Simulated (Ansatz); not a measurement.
## Run times of several calculations on Zn2InGaO5

Cell: 18 atoms, space group P6_3/mmc, a = 3.346 Å, b = 3.346 Å, c = 22.745 Å, α = 90.00°, β = 90.00°, γ = 120.00°.

All runs are DFT with Ansatz 0.2.0 on 1 thread of Intel Xeon 6975P-C (Granite Rapids) (x86_64; 16 cores open to the job, memory cap 3.0 GiB, no GPU), a shared host.

(1) Rank the runs by wall time, shortest first.
A. single point, PBE with spin–orbit coupling, gradients read without the response of the cores, 420 eV, 7×7×1 k-points, smearing 0.02 eV
B. single point, PBE, gradients read without the response of the cores, 420 eV, 7×7×1 k-points, smearing 0.02 eV
C. single point, r2SCAN, gradients read without the response of the cores, 500 eV, 7×7×1 k-points, smearing 0.02 eV

Answers

(1) B (13 s, 0.62 GiB), C (19 s, 1.1 GiB), A (1.8 min, 1.4 GiB).
